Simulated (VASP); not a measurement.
A run of VASP 6.6.1 is set up as follows.

File POSCAR:

```
ZrO2
1.0
    0.0000000000      2.5328900000      2.5328900000
    2.5328900000      0.0000000000      2.5328900000
    2.5328900000      2.5328900000      0.0000000000
Zr O
1 2
Direct
    0.0000000000      0.0000000000      0.0000000000
    0.2500000000      0.2500000000      0.2500000000
    0.7500000000      0.7500000000      0.7500000000
```

INCAR.step1

```
PREC = Accurate
ENCUT = 520
EDIFF = 1E-5
ISMEAR = 0
SIGMA = 0.02
LREAL = F
LASPH = T
NELM = 100
ALGO = Normal
ISIF = 2
LWAVE = T
LCHARG = F
GGA = PE
```

The input INCAR.step2:

```
PREC = Accurate
ENCUT = 520
EDIFF = 1E-6
ISMEAR = 0
SIGMA = 0.02
LREAL = F
LASPH = T
NELM = 100
ALGO = Normal
ISIF = 2
LWAVE = F
LCHARG = F
GGA = PE
LHFCALC = T
HFSCREEN = 0.2
PRECFOCK = Fast
ISTART = 1
```

Contents of KPOINTS:

```
regular mesh
0
Gamma
  6 6 6
```

Potentials or basis: VASP PAW PBE potentials, release 64 (Zr_sv, O).

Command:

```console
$ cat potpaw_PBE.64/Zr_sv/POTCAR potpaw_PBE.64/O/POTCAR > POTCAR
$ cp INCAR.step1 INCAR
$ mpirun -np 1 vasp_std > vasp.out
$ cp INCAR.step2 INCAR
$ mpirun -np 1 vasp_std > vasp.out
```

Problem. Predict the band gap on the k mesh.

Solution. 5.04 eV, indirect (least direct gap 5.45 eV).

Problem. Predict the pressure.

Solution. 1.1 GPa.

Caveat: the PAW data sets were made with another functional, which shifts forces and pressure a little. A k mesh can miss the band edges.
